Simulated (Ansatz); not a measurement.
Molecular dynamics on a 2×2×2 supercell (24 atoms) of ZrO2 (fluorite), relaxed with r2SCAN. Forces come from PBE in Ansatz: a Nosé-Hoover thermostat at fixed volume, 200 K, steps of 1.5 fs. Classical nuclei, no spin polarisation; a few dozen steps show the first response, not equilibrium.

```yaml
crystal:
  lattice:
    - [0.0, 5.089427175, 5.089427175]
    - [5.089427175, 0.0, 5.089427175]
    - [5.089427175, 5.089427175, 0.0]
  atoms:
    - { symbol: Zr, position: [0.0, 0.0, 0.0] }
    - { symbol: O, position: [0.125, 0.125, 0.125] }
    - { symbol: O, position: [0.375, 0.375, 0.375] }
    - { symbol: Zr, position: [0.0, 0.0, 0.5] }
    - { symbol: O, position: [0.125, 0.125, 0.625] }
    - { symbol: O, position: [0.375, 0.375, 0.875] }
    - { symbol: Zr, position: [0.0, 0.5, 0.0] }
    - { symbol: O, position: [0.125, 0.625, 0.125] }
    - { symbol: O, position: [0.375, 0.875, 0.375] }
    - { symbol: Zr, position: [0.0, 0.5, 0.5] }
    - { symbol: O, position: [0.125, 0.625, 0.625] }
    - { symbol: O, position: [0.375, 0.875, 0.875] }
    - { symbol: Zr, position: [0.5, 0.0, 0.0] }
    - { symbol: O, position: [0.625, 0.125, 0.125] }
    - { symbol: O, position: [0.875, 0.375, 0.375] }
    - { symbol: Zr, position: [0.5, 0.0, 0.5] }
    - { symbol: O, position: [0.625, 0.125, 0.625] }
    - { symbol: O, position: [0.875, 0.375, 0.875] }
    - { symbol: Zr, position: [0.5, 0.5, 0.0] }
    - { symbol: O, position: [0.625, 0.625, 0.125] }
    - { symbol: O, position: [0.875, 0.875, 0.375] }
    - { symbol: Zr, position: [0.5, 0.5, 0.5] }
    - { symbol: O, position: [0.625, 0.625, 0.625] }
    - { symbol: O, position: [0.875, 0.875, 0.875] }
kpoints:
  mp_grid: { grid: [2, 2, 2] }
hamiltonian:
  xc: pbe
scf:
  occupations: { method: fermi_dirac, width: 0.02 }
md:
  ensemble: nvt_nose_hoover
  temperature: 200
  timestep: 1.5
  n_steps: 20
  initial_velocities: maxwell_boltzmann
  seed: 2905
```

Command: `ansatz run input.yaml --threads 4 --pin off --max-ram 3686MiB --backend cpu --events-out ev --progress --plain --runs-dir out`. It took 55 s on 4 threads of Arm Neoverse V2, on a shared host; peak host memory 0.85 GiB.

Q: How do temperature and energy develop?

A: The temperature starts at 200 K, is lowest at step 11 (69 K, 16.5 fs) and ends at 133 K. The thermostat hasn't had time to restore it. The atoms start on their lattice sites with kinetic energy alone, so much of it first passes into potential energy. By the last step the atoms have moved 0.06 Å in the root mean square, the drift of the whole cell taken out, 0.13 Å at most.

| step | t (fs) | T (K) | free energy F from step 0 (meV/atom) | kinetic energy (meV/atom) | largest force (eV/Å) |
| --- | --- | --- | --- | --- | --- |
| 0 | 0 | 200 | 0.0 | 24.8 | 0.00 |
| 1 | 1.5 | 197 | 0.3 | 24.4 | 0.17 |
| 2 | 3 | 189 | 1.4 | 23.4 | 0.35 |
| 3 | 4.5 | 176 | 3.0 | 21.8 | 0.52 |
| 4 | 6 | 160 | 5.0 | 19.8 | 0.69 |
| 5 | 7.5 | 142 | 7.3 | 17.6 | 0.84 |
| 6 | 9 | 123 | 9.6 | 15.2 | 0.99 |
| 7 | 10.5 | 105 | 11.8 | 13.1 | 1.11 |
| 8 | 12 | 90 | 13.7 | 11.2 | 1.22 |
| 9 | 13.5 | 79 | 15.1 | 9.8 | 1.30 |
| 10 | 15 | 72 | 16.0 | 8.9 | 1.35 |
| 11 | 16.5 | 69 | 16.3 | 8.6 | 1.37 |
| 12 | 18 | 71 | 16.1 | 8.8 | 1.37 |
| 13 | 19.5 | 77 | 15.4 | 9.5 | 1.33 |
| 14 | 21 | 85 | 14.4 | 10.6 | 1.27 |
| 15 | 22.5 | 95 | 13.2 | 11.8 | 1.17 |
| 16 | 24 | 106 | 11.9 | 13.1 | 1.06 |
| 17 | 25.5 | 115 | 10.7 | 14.3 | 1.10 |
| 18 | 27 | 124 | 9.8 | 15.3 | 1.15 |
| 19 | 28.5 | 129 | 9.1 | 16.0 | 1.21 |
| 20 | 30 | 133 | 8.7 | 16.4 | 1.25 |

Positions (Å) and forces (eV/Å) at step 20:
```
Zr  -0.002  -0.017  -0.008    -0.278   0.252  -0.202
O    1.291   1.243   1.249    -0.308   0.217   0.101
O    3.794   3.857   3.842     0.283  -0.016   0.146
Zr   2.583   2.542  -0.050     0.022  -0.443   0.396
O    3.795   3.758   1.291     0.106   0.235  -0.180
O    6.363   6.294   3.813    -0.189  -0.007   0.185
Zr   2.526   0.023   2.573     0.584   0.286  -0.194
O    3.818   1.297   3.831     0.116  -0.116  -0.095
O    6.314   3.786   6.308     0.286   0.454   0.038
Zr   5.079   2.573   2.549    -0.608  -0.707   0.035
O    6.368   3.760   3.763    -0.023   0.189   0.345
O    8.892   6.283   6.371     0.167   0.185  -0.318
Zr   0.023   2.537   2.495    -0.133  -0.300   0.214
O    1.270   3.729   3.805    -0.065   0.314   0.013
O    3.810   6.347   6.346     0.126  -0.536  -0.182
Zr   2.543   5.102   2.567     0.103  -0.248  -0.124
O    3.819   6.371   3.770     0.032   0.056   0.291
O    6.356   8.907   6.362    -0.345   0.349  -0.124
Zr   2.508   2.598   5.188     0.465  -0.770  -0.870
O    3.777   3.757   6.402     0.239   0.119  -0.132
O    6.381   6.317   8.871    -0.280  -0.209   0.511
Zr   5.121   5.081   5.065    -0.493   0.198   0.176
O    6.337   6.381   6.376     0.160  -0.059  -0.199
O    8.915   8.880   8.908     0.031   0.556   0.166
```
